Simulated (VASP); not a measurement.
# TePb (Fm-3m) in VASP: a series of runs

The runs below take TePb through single point, with PBE.

Program: VASP 6.6.1. These are calculated values, not measurements. Logs are shortened: lines on timing, memory, paths and dates and some standing lists are left out, and cuts for length are marked.

**Experimental background.**

From a printed reference work, monograph, for a bulk crystal of TePb at 4.2 K: band gap 0.19 eV (direct).

The runs below are set against these values where they give the same quantity.

## Step 1: The cell of the first run

The structure is cubic, space group Fm-3m (No. 225). Conventional cell: a = 6.438 Å, b = 6.438 Å, c = 6.438 Å, α = 90.00°, β = 90.00°, γ = 90.00°. Te (site symmetry m-3m) has 6 Pb at 3.22 Å within 4.2 Å. Within 4.2 Å of Pb (site symmetry m-3m) lie 6 Te at 3.22 Å.

## Step 2: Single point, PBE (volume changed by -6%)

INCAR

```
SYSTEM = TePb
ALGO = Normal
EDIFF = 1E-6
ENCUT = 520
GGA = PE
ISIF = 2
ISMEAR = 0
LASPH = .TRUE.
LCHARG = .FALSE.
LREAL = .FALSE.
LWAVE = .FALSE.
NBANDS = 17
NELM = 100
PREC = Accurate
SIGMA = 0.01
```

KPOINTS

```
k-points
0
G
  6 6 6
  0 0 0
```

POSCAR

```
TePb
1.0
    0.0000000000      3.2189740922      3.2189740922
    3.2189740922      0.0000000000      3.2189740922
    3.2189740922      3.2189740922      0.0000000000
Te Pb
1 1
Direct
    0.5000000000      0.5000000000      0.5000000000
    0.0000000000      0.0000000000      0.0000000000
```

Potentials or basis: VASP PAW PBE potentials, release 64 (Te, Pb_d).

On the command line:

```console
> cat potpaw_PBE.64/Te/POTCAR potpaw_PBE.64/Pb_d/POTCAR > POTCAR
> mpirun -np 1 vasp_std > vasp.out
```

OUTCAR:

```text
SYSTEM = TePb
   EDIFF = 1E-6
   ENCUT = 520
   GGA = PE
   ISIF = 2
   ISMEAR = 0
   LASPH = .TRUE.
   LREAL = .FALSE.
   NELM = 100
   PREC = Accurate

 ion  position               nearest neighbor table
   1  0.500  0.500  0.500-   2 3.22   2 3.22   2 3.22   2 3.22   2 3.22   2 3.22
   2  0.000  0.000  0.000-   1 3.22   1 3.22   1 3.22   1 3.22   1 3.22   1 3.22

  LATTYP: Found a face centered cubic cell.
 ALAT       =     6.4379481844

  Lattice vectors:

 A1 = (   0.0000000000,   3.2189740922,   3.2189740922)
 A2 = (   3.2189740922,   0.0000000000,   3.2189740922)
 A3 = (   3.2189740922,   3.2189740922,   0.0000000000)

Analysis of symmetry for initial positions (statically):
=====================================================================
 Subroutine PRICEL returns:
 Original cell was already a primitive cell.

 Routine SETGRP: Setting up the symmetry group for a
 face centered cubic supercell.

 Subroutine GETGRP returns: Found 48 space group operations
 (whereof 48 operations were pure point group operations)
 out of a pool of 48 trial point group operations.

The static configuration has the point symmetry O_h .

Analysis of symmetry for dynamics (positions and initial velocities):
=====================================================================
 Subroutine PRICEL returns:
 Original cell was already a primitive cell.

 Routine SETGRP: Setting up the symmetry group for a
 face centered cubic supercell.

 Subroutine GETGRP returns: Found 48 space group operations
 (whereof 48 operations were pure point group operations)
 out of a pool of 48 trial point group operations.

The dynamic configuration has the point symmetry O_h .

 Subroutine INISYM returns: Found 48 space group operations
 (whereof 48 operations are pure point group operations),
 and found     1 'primitive' translations

----------------------------------------------------------------------------------------

                                     Primitive cell

  volume of cell :      66.7087

  direct lattice vectors                    reciprocal lattice vectors
     0.000000000  3.218974092  3.218974092    -0.155328992  0.155328992  0.155328992
     3.218974092  0.000000000  3.218974092     0.155328992 -0.155328992  0.155328992
     3.218974092  3.218974092  0.000000000     0.155328992  0.155328992 -0.155328992

  length of vectors
     4.552316818  4.552316818  4.552316818     0.269037705  0.269037705  0.269037705

  position of ions in fractional coordinates (direct lattice)
     0.500000000  0.500000000  0.500000000
     0.000000000  0.000000000  0.000000000

  ion indices of the primitive-cell ions
   primitive index   ion index
                 1           1
                 2           2

----------------------------------------------------------------------------------------

 KPOINTS: k-points

Automatic generation of k-mesh.
 Grid dimensions read from file:
 generate k-points for:    6    6    6

 Generating k-lattice:

  Cartesian coordinates                     Fractional coordinates (reciprocal lattice)
    -0.025888165  0.025888165  0.025888165     0.166666667  0.000000000  0.000000000
     0.025888165 -0.025888165  0.025888165     0.000000000  0.166666667  0.000000000
     0.025888165  0.025888165 -0.025888165     0.000000000  0.000000000  0.166666667

  Length of vectors
     0.044839618  0.044839618  0.044839618

  Shift w.r.t. Gamma in fractional coordinates (k-lattice)
     0.000000000  0.000000000  0.000000000

 Subroutine IBZKPT returns following result:
 ===========================================

 Found     16 irreducible k-points:

 Following reciprocal coordinates:
            Coordinates               Weight
  0.000000  0.000000  0.000000      1.000000
  0.166667  0.000000  0.000000      8.000000
  0.333333  0.000000  0.000000      8.000000
  0.500000  0.000000  0.000000      4.000000
  0.166667  0.166667  0.000000      6.000000
  0.333333  0.166667  0.000000     24.000000
[... 8 lines left out ...]
 -0.333333  0.333333  0.166667     24.000000
 -0.333333  0.500000  0.166667     12.000000
   k-points           NKPTS =     16   k-points in BZ     NKDIM =     16   number of bands    NBANDS=     17
   number of dos      NEDOS =    301   number of ions     NIONS =      2
   total plane-waves  NPLWV =  46656
   dimension x,y,z NGX =    36 NGY =   36 NGZ =   36
   dimension x,y,z NGXF=    72 NGYF=   72 NGZF=   72
   ions per type =               1   1
   NGX,Y,Z   is equivalent  to a cutoff of  13.15, 13.15, 13.15 a.u.
   NGXF,Y,Z  is equivalent  to a cutoff of  26.29, 26.29, 26.29 a.u.
 SYSTEM =  TePb
   PREC   = accura    normal or accurate (medium, high low for compatibility)
   ISTART =      0    job   : 0-new  1-cont  2-samecut
   ICHARG =      2    charge: 1-file 2-atom 10-const
   ISPIN  =      1    spin polarized calculation?
   LNONCOLLINEAR =      F non collinear calculations
   LSORBIT =      F    spin-orbit coupling
   LASPH  =      T    aspherical Exc in radial PAW
   ENCUT  =  520.0 eV  38.22 Ry    6.18 a.u.   8.46  8.46  8.46*2*pi/ulx,y,z
   NELM   =    100;   NELMIN=  2; NELMDL= -5     # of ELM steps
   EDIFF  = 0.1E-05   stopping-criterion for ELM
   LREAL  =      F    real-space projection
   EDIFFG = 0.1E-04   stopping-criterion for IOM
   NSW    =      0    number of steps for IOM
   IBRION =     -1    ionic relax: 0-MD 1-quasi-New 2-CG
   NFREE  =      0    steps in history (QN), initial steepest desc. (CG)
   ISIF   =      2    stress and relaxation
   ISYM   =      2    0-nonsym 1-usesym 2-fastsym
   POTIM  = 0.5000    time-step for ionic-motion
   TEBEG  =    0.0;   TEEND  =   0.0 temperature during run
   PSTRESS=    0.0 pullay stress
   NELECT =      20.0000    total number of electrons
   NUPDOWN=      -1.0000    fix difference up-down
   EMIN   =  10.00;   EMAX   =-10.00  energy-range for DOS
   EFERMI =   0.00;   METHOD = LEGACY
   ISMEAR =     0;   SIGMA  =   0.01  broadening in eV -4-tet -1-fermi 0-gaus
   EFERMI_NEDOS =   21; number of points for ismear=-14 and -15
   IALGO  =     38    algorithm
   IMIX   =      4    mixing-type and parameters
     AMIX     =   0.40;   BMIX     =  1.00
     AMIX_MAG =   1.60;   BMIX_MAG =  1.00
  volume/ion in A,a.u.               =      33.35       225.09
  Fermi-wavevector in a.u.,A,eV,Ry     =   1.095698  2.070568 16.334516  1.200553
  Thomas-Fermi vector in A             =   2.232026
   LORBIT       =      0    0 simple, 1 ext, 2 COOP (PROOUT), +10 PAW based schemes
   GGA     = PE    functional components
   LHFCALC =     F    Hartree Fock is set to
   AEXX    =    0.0000 exact exchange contribution
   IVDW    =     0    specifies the selected vdW correction
   LEPSILON=     F    determine dielectric tensor
   LRPA    =     F    only Hartree local field effects (RPA)
 non-spin polarized calculation
 Gauss-broadening in eV      SIGMA  =   0.01
  energy-cutoff  :      520.00
  volume of cell :       66.71
 maximum number of plane-waves:      1820
 NGX is ok and might be reduce to    36
   NGX = 17   NGY = 17   NGZ = 17

 number of electron      20.0000001 magnetization

 Free energy of the ion-electron system (eV)
  ---------------------------------------------------
  ext. energy  EPLUGINS =         0.00000000
  ---------------------------------------------------
  free energy    TOTEN  =        -7.49079933 eV

  energy without entropy =       -7.49079933  energy(sigma->0) =       -7.49079933

 E-fermi :   5.8871     XC(G=0):  -9.3513

 val. band max:        5.7741077855   @ k =   0.5000   0.0000   0.0000
 cond. band min:       6.4848594381   @ k =   0.5000   0.0000   0.0000
 fundamental gap:      0.7107516526
 Fermi energy:         5.8870908176

 k-point     1 :       0.0000    0.0000    0.0000
  band No.  band energies     occupation
      1     -10.9707      2.00000
      2     -10.9707      2.00000
      3     -10.9606      2.00000
      4     -10.9606      2.00000
      5     -10.9606      2.00000
      6      -6.3425      2.00000
[... 9 lines left out ...]
     16      11.5398      0.00000
     17      13.0932      0.00000

 k-point     2 :       0.1667    0.0000    0.0000
  band No.  band energies     occupation
      1     -10.9742      2.00000
      2     -10.9742      2.00000
      3     -10.9599      2.00000
      4     -10.9565      2.00000
      5     -10.9565      2.00000
      6      -6.1022      2.00000
[... 9 lines left out ...]
     16      12.0514      0.00000
     17      14.7788      0.00000

 k-point     3 :       0.3333    0.0000    0.0000
  band No.  band energies     occupation
      1     -10.9823      2.00000
      2     -10.9823      2.00000
      3     -10.9588      2.00000
      4     -10.9472      2.00000
      5     -10.9472      2.00000
      6      -5.4447      2.00000
[... 9 lines left out ...]
     16      13.4186      0.00000
     17      16.8413      0.00000

 k-point     4 :       0.5000    0.0000    0.0000
  band No.  band energies     occupation
      1     -10.9865      2.00000
      2     -10.9865      2.00000
      3     -10.9583      2.00000
      4     -10.9424      2.00000
      5     -10.9424      2.00000
      6      -4.8776      2.00000
[... 9 lines left out ...]
     16      15.0070      0.00000
     17      15.0414      0.00000
[... 183 lines left out ...]
      1     -11.0059      2.00000
      2     -10.9727      2.00000
      3     -10.9605      2.00000
      4     -10.9445      2.00000
      5     -10.9409      2.00000
      6      -4.9638      2.00000
[... 9 lines left out ...]
     16      14.8301      0.00000
     17      15.3422      0.00000

 k-point    15 :      -0.3333    0.3333    0.1667
  band No.  band energies     occupation
      1     -11.0093      2.00000
      2     -10.9757      2.00000
      3     -10.9531      2.00000
      4     -10.9506      2.00000
      5     -10.9370      2.00000
      6      -4.5711      2.00000
[... 9 lines left out ...]
     16      16.0358      0.00000
     17      16.2259      0.00000

 k-point    16 :      -0.3333    0.5000    0.1667
  band No.  band energies     occupation
      1     -11.0231      2.00000
      2     -10.9682      2.00000
      3     -10.9621      2.00000
      4     -10.9432      2.00000
      5     -10.9333      2.00000
      6      -4.5015      2.00000
[... 9 lines left out ...]
     16      16.5280      0.00000
     17      17.3470      0.00000

------------------------ aborting loop because EDIFF is reached ----------------------------------------

  FORCE on cell =-STRESS in cart. coord.  units (eV):
  Direction    XX          YY          ZZ          XY          YZ          ZX
  --------------------------------------------------------------------------------------
  -------------------------------------------------------------------------------------
  Total        1.0948951      1.0948951      1.0948951      0.0000000     -0.0000000      0.0000000
  in kB       26.2966647     26.2966647     26.2966647      0.0000000     -0.0000000      0.0000000
  external PRESSURE =      26.2966647 kB  Pullay stress =       0.0000000 kB

 VOLUME and BASIS-vectors are now :
 -----------------------------------------------------------------------------
  energy-cutoff  :      520.00
  volume of cell :       66.71
      direct lattice vectors                 reciprocal lattice vectors
     0.000000000  3.218974092  3.218974092    -0.155328992  0.155328992  0.155328992
     3.218974092  0.000000000  3.218974092     0.155328992 -0.155328992  0.155328992
     3.218974092  3.218974092  0.000000000     0.155328992  0.155328992 -0.155328992

 POSITION                                       TOTAL-FORCE (eV/Angst)
 -----------------------------------------------------------------------------------
      3.21897      3.21897      3.21897         0.000000      0.000000      0.000000
      0.00000      0.00000      0.00000         0.000000      0.000000     -0.000000
 -----------------------------------------------------------------------------------
    total drift:                               -0.000000      0.000000      0.000000

  FREE ENERGIE OF THE ION-ELECTRON SYSTEM (eV)
  ---------------------------------------------------
  free  energy   TOTEN  =        -7.4907993333 eV

  energy  without entropy=       -7.4907993333  energy(sigma->0) =       -7.49079933
```

Wall time 12 s (1 thread of Intel Xeon 6975P-C, shared host); peak memory 0.21 GiB.

What came out:

```yaml
Free_energy: -7.4908 eV
Pressure: 2.6 GPa
Band_gap_on_the_k_mesh: 0.71 eV, direct
```

Caveat: the cell differs from its parent crystal (volume changed by -6%); spin-orbit coupling is left out, which moves the levels of the heavy elements. A k mesh can miss the band edges.

## Step 3: Single point, PBE

This run uses another cell than the first one, of 35.48 Å³/atom, 1.064 times its volume.

INCAR

```
SYSTEM = TePb
PREC = Accurate
ENCUT = 520
EDIFF = 1E-6
ISMEAR = 0
SIGMA = 0.01
LREAL = .FALSE.
LASPH = .TRUE.
NELM = 60
ALGO = Normal
ISIF = 2
LWAVE = .FALSE.
LCHARG = .FALSE.
GGA = PE
NBANDS = 17
```

KPOINTS

```
regular mesh
0
G
  6 6 6
  0 0 0
```

POSCAR

```
TePb
1.0
    0.0000000000      3.2860552671      3.2860552671
    3.2860552671      0.0000000000      3.2860552671
    3.2860552671      3.2860552671      0.0000000000
Te Pb
1 1
Direct
    0.5000000000      0.5000000000      0.5000000000
    0.0000000000      0.0000000000      0.0000000000
```

Potentials or basis: VASP PAW PBE potentials, release 64 (Te, Pb_d).

On the command line:

```console
> cat potpaw_PBE.64/Te/POTCAR potpaw_PBE.64/Pb_d/POTCAR > POTCAR
> mpirun -np 1 vasp_std > vasp.out
```

It took 9.2 s on 1 thread of Intel Xeon 6975P-C, shared host; peak memory 0.21 GiB.

It converged, with:

* Free energy: -7.5239 eV
* Pressure: -0.1 GPa
* Band gap on the k mesh: 0.83 eV, direct

Levels at points of the mesh, in eV from the valence-band top:
```csv
k point,band 6,band 7,band 8,band 9,band 10,band 11,band 12,band 13,band 14,band 15
"(0.00, 0.00, 0.00)",-11.60,-5.71,-1.15,-1.15,-1.15,4.02,4.02,4.02,5.92,5.92
"(0.50, 0.00, 0.00)",-10.30,-8.33,-0.73,-0.73,0.00,0.83,1.40,1.40,8.34,9.14
"(0.50, 0.50, 0.00)",-10.10,-7.21,-4.10,-2.51,-2.51,3.51,5.30,5.30,6.43,10.00
```

Caveat: spin-orbit coupling is left out, which moves the levels of the heavy elements.

(Part 1 of 2 ends here.)
